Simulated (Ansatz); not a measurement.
# PbS (model cell, started as NiAs type): following an unstable mode, part 2 of 2

Wanted: the energy along a soft mode of PbS (model cell, started as NiAs type) and the structure at the end.

Ansatz 0.2.0; DFT PBEsol, scalar-relativistic, plane waves, PAW.

So far. Step 4 (The mode frozen in, largest atomic shift 0.08 Å): The run ends at a pressure of 0.15 GPa, with forces up to 0.0029 eV/Å. Step 5 (Energy along the mode, all amplitudes (two of the runs …): The lowest of the steps tried is at 0.08 Å, 0.164 meV/atom below the parent; the bottom of the well need not coincide with a step.

The structure was built from a prototype and need not be the compound's stable phase.

### 6. Relaxation from the frozen mode

Starting from the lowest point found, all atoms and the cell are let go, so that strain and other modes of the same symmetry can join in.

File input.yaml:

```yaml
crystal:
  lattice:
    - [4.0683400408, 0.0, 0.0]
    - [-2.0341700204, 3.5232858266, 0.0]
    - [0.0, 0.0, 7.2689196984]
  atoms:
    - { symbol: Pb, position: [0.0, 0.0, 0.0017029186] }
    - { symbol: Pb, position: [0.0, 0.0, 0.5017029186] }
    - { symbol: S, position: [0.3333333333, 0.6666666667, 0.238994238] }
    - { symbol: S, position: [0.6666666667, 0.3333333333, 0.738994238] }
kpoints:
  mp_grid: { grid: [12, 12, 6] }
hamiltonian:
  xc: pbesol
scf:
  occupations: { method: methfessel_paxton, width: 0.15 }
output:
  forces: true
  stress: true
  eigenvalues: true
relax:
  adjacent_minimum: "off"
  f_tol: 0.002
  max_steps: 120
  cell: { stress_tol: 0.03 }
```

Run with:

```bash
> ansatz run input.yaml --threads 4 --pin off --max-ram 7168MiB --backend cpu --events-out ev --progress --plain --runs-dir out
```

Numbers of over 12 decimals in the logs are rounded to 6 here.

The program printed:

```text
[...]
Crystal: 4 atoms, lattice volume = 104.192 Å³
Basis set: ecut = 420 eV, 2005 PW (Γ), exchange–correlation on 60×60×100 points (8 copies of the dense FFT grid, shifted against one another)
Bands: 24, of which v1, the nominal top of the filled ones, is band 20 counted from 1 (19 counted from 0)
Symmetry: 12 space group operations
[...]
k-points: 76 of 864 (time reversal used)
[...]
SCF iter   1: F=—  HF=-25281.606537 eV  |F-HF|=—  |Δ(HF+E_count)|=         —  Δρ=4.29e-3  dr2=3.58e-2  ethr=1.77e-3  ⟨swp⟩=6.2  Hψ=8512  notcnv=0
[...]
SCF iter   7: F=-25281.594586 eV  HF=-25281.594586 eV  |F-HF|=2.63e-9  |Δ(HF+E_count)|=   9.13e-8  S|Δr|=    0.00e0  Δρ=2.57e-6  dr2=6.85e-9  ethr=2.50e-10  ⟨swp⟩=4.4  Hψ=5977  notcnv=0
SCF 1 converged in 7 iterations: F = -25281.594586 eV  dr2 = 6.85e-9
[...]
relax step   1: F+E_penalty+E_count = -25281.59458610 eV  Δ(F+E_penalty+E_count) = +0.000e0 eV  max|allowed force component| = 2.859e-3 eV/Å  Δτ_max = 0.0000 Å  P = +0.153 GPa  Ω = 104.192 Å³  (7 SCF iters, dr2 threshold 1.00e-7 eV, accepted)
Crystal: 4 atoms, lattice volume = 104.633 Å³
Basis set: ecut = 420 eV, 2017 PW (Γ), exchange–correlation on 60×60×100 points (8 copies of the dense FFT grid, shifted against one another)
[...]
iter 1 solved again at ethr=2.15e-7 eV; its pass at ethr=3.10e-3 eV (dr2=8.62e-5 eV) is discarded
[...]
SCF iter   4: F=-25281.594687 eV  HF=-25281.594687 eV  |F-HF|=6.83e-8  |Δ(HF+E_count)|=   5.75e-8  S|Δr|=    0.00e0  Δρ=7.23e-6  dr2=7.13e-8  ethr=4.31e-10  ⟨swp⟩=3.9  Hψ=8429  notcnv=0
SCF 2 converged in 4 iterations: F = -25281.594687 eV  dr2 = 7.13e-8
[...]
relax step   2: F+E_penalty+E_count = -25281.59468698 eV  Δ(F+E_penalty+E_count) = -1.009e-4 eV  max|allowed force component| = 9.536e-3 eV/Å  Δτ_max = 0.0007 Å  P = -0.120 GPa  Ω = 104.633 Å³  energy of the carried Pulay correction = -3.817e-5 eV  (4 SCF iters, dr2 threshold 1.72e-7 eV, accepted)
Crystal: 4 atoms, lattice volume = 104.447 Å³
[...]
SCF iter   4: F=-25281.594792 eV  HF=-25281.594792 eV  |F-HF|=7.65e-9  |Δ(HF+E_count)|=   4.88e-9  S|Δr|=    0.00e0  Δρ=2.34e-6  dr2=8.56e-9  ethr=1.47e-10  ⟨swp⟩=4.6  Hψ=7260  notcnv=0
SCF 3 converged in 4 iterations: F = -25281.594792 eV  dr2 = 8.56e-9
relax step   3: F+E_penalty+E_count = -25281.59479176 eV  Δ(F+E_penalty+E_count) = -1.048e-4 eV  max|allowed force component| = 7.169e-3 eV/Å  Δτ_max = 0.0002 Å  P = -0.010 GPa  Ω = 104.447 Å³  energy of the carried Pulay correction = -2.206e-5 eV  (4 SCF iters, dr2 threshold 5.87e-8 eV, accepted)
[...]
relax step   4: F+E_penalty+E_count = -25281.59481273 eV  Δ(F+E_penalty+E_count) = -2.098e-5 eV  max|allowed force component| = 7.223e-3 eV/Å  Δτ_max = 0.0010 Å  P = -0.024 GPa  Ω = 104.489 Å³  energy of the carried Pulay correction = -2.566e-5 eV  (5 SCF iters, dr2 threshold 3.21e-9 eV, accepted)
[...]
relax step   5: F+E_penalty+E_count = -25281.59525805 eV  Δ(F+E_penalty+E_count) = -4.453e-4 eV  max|allowed force component| = 2.298e-3 eV/Å  Δτ_max = 0.0210 Å  P = +0.005 GPa  Ω = 104.713 Å³  energy of the carried Pulay correction = -4.508e-5 eV  (7 SCF iters, dr2 threshold 3.26e-9 eV, accepted)
[...]
relax step   6: F+E_penalty+E_count = -25281.59522143 eV  Δ(F+E_penalty+E_count) = +3.662e-5 eV  max|allowed force component| = 5.688e-3 eV/Å  Δτ_max = 0.0142 Å  P = +0.036 GPa  Ω = 104.900 Å³  energy of the carried Pulay correction = -6.116e-5 eV  (7 SCF iters, dr2 threshold 3.30e-10 eV, rejected (line search))
[...]
relax step   7: F+E_penalty+E_count = -25281.59529046 eV  Δ(F+E_penalty+E_count) = -3.241e-5 eV  max|allowed force component| = 7.777e-4 eV/Å  Δτ_max = 0.0064 Å  P = -0.016 GPa  Ω = 104.844 Å³  energy of the carried Pulay correction = -5.637e-5 eV  (8 SCF iters, accepted)
[...]
SCF iter   1: F=—  HF=-25281.595363 eV  |F-HF|=—  |Δ(HF+E_count)|=         —  Δρ=1.51e-5  dr2=1.64e-8  ethr=1.69e-7  ⟨swp⟩=3.3  Hψ=14166  notcnv=0
eigensolver tolerance schedule: the retry pair's looser diagonalisation over-reported the residual by 4130.45 of it (diagonalisation noise at 0.29 of the residual, at the tolerance the schedule requests for it); recorded, not acted on — ethr = c·dr2/N_el stays at c = 1.0e-1
[...]
SCF iter   2: F=—  HF=-25281.595347 eV  |F-HF|=—  |Δ(HF+E_count)|=   1.57e-5  S|Δr|=    0.00e0  Δρ=7.66e-6  dr2=3.92e-9  ethr=4.10e-11  ⟨swp⟩=2.9  Hψ=3844  notcnv=0
[...]
SCF iter   4: F=-25281.595348 eV  HF=-25281.595348 eV  |F-HF|=9.82e-11  |Δ(HF+E_count)|=   1.57e-9  S|Δr|=    0.00e0  Δρ=1.90e-7  dr2=6.94e-12  ethr=1.00e-12  ⟨swp⟩=5.7  Hψ=10002  notcnv=0
SCF 8 converged in 4 iterations: F = -25281.595348 eV  dr2 = 6.94e-12
relax step   8: F+E_penalty+E_count = -25281.59534758 eV  Δ(F+E_penalty+E_count) = -5.712e-5 eV  max|allowed force component| = 7.818e-4 eV/Å  Δτ_max = 0.0000 Å  P = -0.016 GPa  Ω = 104.844 Å³  stress off target by 1.88e-2 GPa  SCF on the basis re-selected at this cell (its energy is not comparable with the rows above)  (4 SCF iters)
basis re-selected at this cell: Δ(F+E_penalty+E_count) = -5.712e-5 eV, ΔP = +0.000 GPa vs the last step (what re-selecting the basis moved, of the pressure what is left beyond the Pulay correction that the steps carried, after the strain that the cell walked since its last selection, with what the two solves' SCF thresholds leave and, on support functions, any second-order correction that the steps lacked; it is no m [...]
SCF converged after 4 iterations
[...]
Free energy (F): -25281.595348 eV
[...]
Internal energy: -25281.595635 eV  (E = F + TS)
E sigma→0 (E₀):  -25281.595420 eV
Entropy (-TS):   0.000288 eV (0.072 meV/atom)
Fermi energy:    8.453865 eV
[...]
--- Forces (eV/Å), atoms counted from 1 ---
  atom   1  Pb    -0.00000000     0.00000000     0.00078176
  atom   2  Pb     0.00000000    -0.00000000     0.00078176
  atom   3  S      0.00000000    -0.00000000    -0.00078176
  atom   4  S     -0.00000000     0.00000000    -0.00078176
  max |Σ_I F_I| component: 1.70e-8 eV/Å
--- Stress (GPa, compression-positive) ---
       -0.013874      -0.000000       0.000000
        0.000000      -0.013874       0.000000
        0.000000       0.000000      -0.018759
  P = ⅓ Tr σ = -0.0155 GPa (-0.155 kbar)
--- Band table (eV; the first three rows and the last of 76) ---
  k-point 0: bands = [... 16 lower, 6.2712, 6.7097, 6.7097, 8.3530, 8.9500, 11.6119, 11.6119, 12.0735]
  k-point 1: bands = [... 16 lower, 6.3013, 6.6815, 6.6815, 7.9586, 9.3933, 11.6117, 11.6117, 11.9950]
  k-point 2: bands = [... 16 lower, 6.3833, 6.6033, 6.6033, 7.3906, 10.1084, 11.6286, 11.6286, 11.8330]
  k-point 75: bands = [... 16 lower, 6.0936, 6.0936, 6.2348, 6.2348, 8.8812, 8.8812, 12.1024, 12.1024]
--- Relaxed structure (7 steps of the walk, 6 accepted, 1 SCFs on fresh bases) ---
  F+E_penalty+E_count = -25281.59534758 eV   max|allowed force component| = 7.818e-4 eV/Å   (the final SCF, on the basis selected at the relaxed cell)
  cell:  # Å, volume = 104.8443 Å³
    - [4.067753, 0, 0]
    - [-2.033876, 3.522777, 4.1761298613410824e-19]
    - [0, 8.615807546223963e-19, 7.316531]
  atoms:
    - { symbol: Pb, position: [0, 1.5445914129832816e-19, 0.00574898] }
    - { symbol: Pb, position: [0, 1.5445914129832934e-19, 0.505749] }
    - { symbol: S, position: [0.333333, 0.666667, 0.234948] }
    - { symbol: S, position: [0.666667, 0.333333, 0.734948] }
```

It took 18 s on 4 threads of Intel Xeon 6975P-C (Granite Rapids), shared host; peak memory 0.53 GiB.

Relaxation path:

```tsv
step	energy less that of the first step (eV)	largest force component (eV/Å)	pressure (GPa)	volume (Å³)
1	0.0000	0.0029	0.15	104.19
2	-0.0001	0.0095	-0.12	104.63
3	-0.0002	0.0072	-0.01	104.45
4	-0.0002	0.0072	-0.02	104.49
5	-0.0007	0.0023	0.01	104.71
6	-0.0006	0.0057	0.04	104.90
7	-0.0007	0.0008	-0.02	104.84
8*	-0.0008	0.0008	-0.02	104.84
```

Relaxation steps marked * repeat the geometry before them on a plane-wave basis chosen anew for their cell, so energy and pressure can jump there. Relaxation step 6 was tried and not accepted.

Forces are held to the 12 operations that the run works with; a distortion that breaks them can't arise in this run.

```tsv
conventional cell, symmetrised	before	after	change
a (Å)	4.068	4.068	-0.0 %
b (Å)	4.068	4.068	-0.0 %
c (Å)	7.269	7.317	+0.7 %
volume (Å³/atom)	26.05	26.21	+0.6 %
```

The atoms that moved most (Å, as changes of fractional coordinates times the final cell):

```tsv
atom	dx	dy	dz	length
Pb2	0.000	0.000	0.030	0.030
S4	0.000	0.000	-0.030	0.030
S3	0.000	0.000	-0.030	0.030
Pb1	0.000	0.000	0.030	0.030
```

Numbers from this step:

```
pressure          : -0.01550 GPa
volume per atom   : 26.21 Å³
gap on the k-mesh : 0.1053 eV
```

The distorted start has space group P6_3mc; the relaxation ends in P6_3mc.

### 7. The new phase in its own primitive cell

The relaxed structure is symmetrised, reduced to its primitive cell and relaxed tightly, as its phonons need.

input.yaml, the sections that differ from step 6:

```yaml
crystal:
  lattice:
    - [4.0677529891, 0.0, 0.0]
    - [-2.0338764945, 3.5227774249, 0.0]
    - [0.0, 0.0, 7.3165311633]
  atoms:
    - { symbol: Pb, position: [0.0, 0.0, 0.0057489816] }
    - { symbol: Pb, position: [0.0, 0.0, 0.5057489816] }
    - { symbol: S, position: [0.3333333333, 0.6666666667, 0.234948175] }
    - { symbol: S, position: [0.6666666667, 0.3333333333, 0.734948175] }
kpoints:
  mp_grid: { grid: [9, 9, 4] }
relax:
  adjacent_minimum: "off"
  f_tol: 0.001
  max_steps: 60
  cell: { stress_tol: 0.01 }
# hamiltonian, scf, output: as in step 6
```

The program printed:

```text
[...]
Crystal: 4 atoms, lattice volume = 104.844 Å³
Basis set: ecut = 420 eV, 2017 PW (Γ), exchange–correlation on 60×60×100 points (8 copies of the dense FFT grid, shifted against one another)
Bands: 24, of which v1, the nominal top of the filled ones, is band 20 counted from 1 (19 counted from 0)
Symmetry: 12 space group operations
[...]
--- Relaxed structure (3 steps of the walk, 3 accepted, 1 SCFs on fresh bases) ---
[...]
cell:  # Å, volume = 104.8043 Å³
    - [4.067586, -2.8866312367016797e-11, 0]
    - [-2.033793, 3.522633, 0]
    - [0, 0, 7.314334]
  atoms:
    - { symbol: Pb, position: [0, 0, 0.00574353] }
    - { symbol: Pb, position: [0, 0, 0.505744] }
    - { symbol: S, position: [0.333333, 0.666667, 0.234954] }
    - { symbol: S, position: [0.666667, 0.333333, 0.734954] }
[key lines of the parts left out:]
SCF converged after 5 iterations
Free energy (F): -25281.595311 eV
Fermi energy:    8.476345 eV
P = ⅓ Tr σ = 0.0002 GPa (0.002 kbar)
```

Wall time 4.4 s (4 threads); peak memory 0.46 GiB; 16 s of CPU time.

Little changed from the start: no atom moved by 0.005 Å and no cell edge by 0.1 %.

Numbers from this step:

- pressure: 2.46e-4 GPa
- volume per atom: 26.20 Å³
- gap on the k-mesh: 0.1540 eV
- direct gap on mesh: 0.5979 eV

The largest force component left is 0.50 meV/Å and the pressure is 0.000 GPa, within the tolerances set. The cell now holds 26.20 Å³/atom.

### 8. Modes of the new phase, k-mesh 9×9×4

A relaxed structure may still be a saddle point, so its zone-centre modes are computed. No field response is asked.

input.yaml, the sections that differ from step 7:

```yaml
crystal:
  lattice:
    - [4.0675861495, 0.0, 0.0]
    - [-2.0337930747, 3.5226329376, 0.0]
    - [0.0, 0.0, 7.3143344237]
  atoms:
    - { symbol: Pb, position: [0.0, 0.0, 0.0057435331] }
    - { symbol: Pb, position: [0.0, 0.0, 0.5057435331] }
    - { symbol: S, position: [0.3333333333, 0.6666666667, 0.2349536235] }
    - { symbol: S, position: [0.6666666667, 0.3333333333, 0.7349536235] }
output:
  eigenvalues: true
phonons:
  method: dfpt
# kpoints, hamiltonian, scf: as in step 7
# relax: removed
```

The program printed:

```text
[...]
Crystal: 4 atoms, lattice volume = 104.804 Å³
Basis set: ecut = 420 eV, 2017 PW (Γ), exchange–correlation on 60×60×100 points (8 copies of the dense FFT grid, shifted against one another)
Bands: 24, of which v1, the nominal top of the filled ones, is band 20 counted from 1 (19 counted from 0)
Symmetry: 12 space group operations
k-points: 95 of 324 (irreducible under 2 space group operations, time reversal used)
[...]
SCF iter   1: F=—  HF=-25281.607668 eV  |F-HF|=—  |Δ(HF+E_count)|=         —  Δρ=4.36e-3  dr2=3.74e-2  ethr=1.77e-3  ⟨swp⟩=6.1  Hψ=10630  notcnv=0
[...]
SCF iter   9: F=-25281.595311 eV  HF=-25281.595311 eV  |F-HF|=0.00e0  |Δ(HF+E_count)|=  1.46e-11  S|Δr|=    0.00e0  Δρ=3.13e-8  dr2=8.94e-13  ethr=1.00e-12  ⟨swp⟩=5.8  Hψ=10577  notcnv=0
SCF 1 converged in 9 iterations: F = -25281.595311 eV  dr2 = 8.94e-13
[...]
DFPT response loops at Γ: preconditioner auto → Kerker (q_TF=auto, 2.324 Å⁻¹) (partly filled bands, converged f_vac=0.002); β = 1.00, the filter's whole step (`scf.mixing.beta` (0.50) is not read by the response loops under this deck's `scf.mixing.preconditioner`; to damp them name `kerker` or `kerker_dos`, under which they read `scf.mixing.beta`, and type it under 1.00, their step now; both keys bind the ground state too); Broyden in place of MSR1
SCF converged after 9 iterations
[...]
Free energy (F): -25281.595311 eV
[...]
Internal energy: -25281.595265 eV  (E = F + TS)
E sigma→0 (E₀):  -25281.595299 eV
Entropy (-TS):   -0.000046 eV (-0.011 meV/atom)
Fermi energy:    8.476345 eV
[...]
--- Band table (eV; the first three rows and the last of 95) ---
  k-point 0: bands = [... 16 lower, 6.2738, 6.7128, 6.7128, 8.3572, 8.9551, 11.6161, 11.6161, 12.0792]
  k-point 1: bands = [... 16 lower, 6.3396, 6.6507, 6.6507, 7.6816, 9.7408, 11.6201, 11.6201, 11.9217]
  k-point 2: bands = [... 16 lower, 6.4970, 6.4970, 6.8243, 6.8243, 10.9339, 10.9339, 11.7019, 11.7019]
  k-point 94: bands = [... 16 lower, 5.2949, 5.2949, 7.0091, 7.0091, 9.7479, 9.7479, 11.6877, 11.6877]
--- Phonons (Γ-DFPT): 4 representative perturbations + reference, on 95 of 324 k-points (Σ response iterations 12) ---
  k mesh reduced under 2 symmetry operations, with k and −k counted as one. Each operation leaves every solved perturbation unchanged. A smaller set is not used because it would not reduce the number of displacements times k-points to solve
  ASR residual: 2.324e-5 → 0.000e0 eV/Å²; symmetrization residual: 8.994e-6 eV/Å²
  ASR residual per site (eV/Å²): 7.89e-6 7.89e-6 2.32e-5 2.32e-5
[...]
non-analytic LO–TO correction: not included (Born effective charges unavailable; polar crystals: no LO–TO splitting at Γ)
```

It took 18 s on 4 threads; peak memory 1.2 GiB; 63 s of CPU time.

This step gave:

* sum-rule residual before enforcement: 2.32e-5 eV/Å²
* point group: 6mm
* highest optical mode at the zone centre (no LO-TO term): 239.3 cm⁻¹
* lowest optical zone-centre mode: 34.06 cm⁻¹

Patterns of degenerate modes are one choice out of their space. Modes at Γ, with each element's share of the kinetic energy:

```tsv
mode	frequency (cm⁻¹)	symmetry	Pb %	S %
1	0.0	acoustic	87	13
2	0.0	acoustic	87	13
3	0.0	acoustic	87	13
4	34.1	E2	99	1
5	34.1	E2	99	1
6	68.7	A1	13	87
7	114.5	B1	99	1
8	115.6	E1	13	87
9	115.6	E1	13	87
10	181.2	E2	1	99
11	181.2	E2	1	99
12	239.3	B1	1	99
```

Displacements in mode 5 (34.1 cm⁻¹), the largest set to 1:
```
Pb1  1.00 -0.15  0.00
Pb2 -1.00  0.15  0.00
S3   0.25 -0.04  0.00
S4  -0.25  0.04  0.00
```

Displacements in mode 10 (181.2 cm⁻¹), the largest set to 1:
```
Pb1 -0.04  0.00  0.00
Pb2  0.04  0.00  0.00
S3   1.00 -0.09  0.00
S4  -1.00  0.09  0.00
```

Before it was imposed, the acoustic sum rule was missed by 2.3e-5 eV/Å². Small misses are needed for a sound result but don't prove that mesh and cutoff are converged. The lowest optical mode is real, 34.1 cm⁻¹.

### 9. The phases reached

The phases reached along the modes that were followed are set side by side.

Energies are those of the first relaxation, on the mesh of the frozen mode; space group, volume and gap are those of the last relaxation. Phases, by row:

```tsv
mode frozen in	space group	energy from parent (meV/atom)	volume (Å³/atom)	gap on mesh (eV)	lowest zone-centre optical mode (cm⁻¹)	largest shift (Å)
parent	P6_3/mmc	0	26.05	0	–	–
q = (0, -0.5, 0), 65i cm⁻¹	Fm-3m	-63.98	25.71	0.193	65.7	1.434
q = (0, 0, 0), 34i cm⁻¹	P6_3mc	-0.36	26.2	0.154	34.1	0.076
```

### 10. Results

```json
{
 "unstable mode of the parent": "q = (0, 0, 0), 34i cm⁻¹",
 "depth at the lowest point sampled": "0.164 meV/atom",
 "largest atomic shift at that point": "0.08 Å",
 "space group reached (within 0.01 Å)": "P6_3mc",
 "energy gained over the parent (first relaxation, on the mesh of the frozen mode)": "0.364 meV/atom",
 "volume per atom, phase reached": "26.2 Å³",
 "gap on the k-mesh, phase reached": "0.154 eV",
 "lowest optical zone-centre mode, phase reached": "34.1 cm⁻¹",
 "highest optical mode at the zone centre (no LO-TO term), phase reached": "239 cm⁻¹"
}
```

What this shows: Along this mode the structure falls into P6_3mc, 0.364 meV/atom below the parent. At the parent's cell the well is 0.164 meV/atom deep on the steps tried, with its lowest point at a shift of 0.08 Å. Relaxing atoms and cell changes the gain by +0.20 meV/atom against the lowest step (energies at zero smearing). The new phase has no imaginary mode at the zone centre of its cell; other wavevectors were not checked. How so shallow a well moves with the k mesh was not tested. Of the 2 patterns followed to their end from this parent, this one ends 63.6 meV/atom above the lowest, Fm-3m. Each path keeps the symmetry of its pattern, so a lower phase may lie along a pattern not tried. The q mesh is too sparse to interpolate, so only the solved wavevectors are given. With no gap, or one that is small against the smearing, the frequencies hang on the k mesh and the smearing, most of all near Kohn anomalies. A semilocal functional can close a gap that the real compound would have, so the metallic treatment may be an artefact of the level. Spin-orbit coupling is left out, which can matter for the heavy elements here. The starting cell was built on a prototype and not taken from a measurement, so the phase need not exist.

[Logs are printed without paths, hosts, clocks, repeated set-up lines and the standing remarks that a program may print on its own settings, such as how far it seeks lower states.]

[Hosts, paths, dates, database ids (printed as entryN), source tags and the programs' standing remarks are cut or masked in the printed files.]
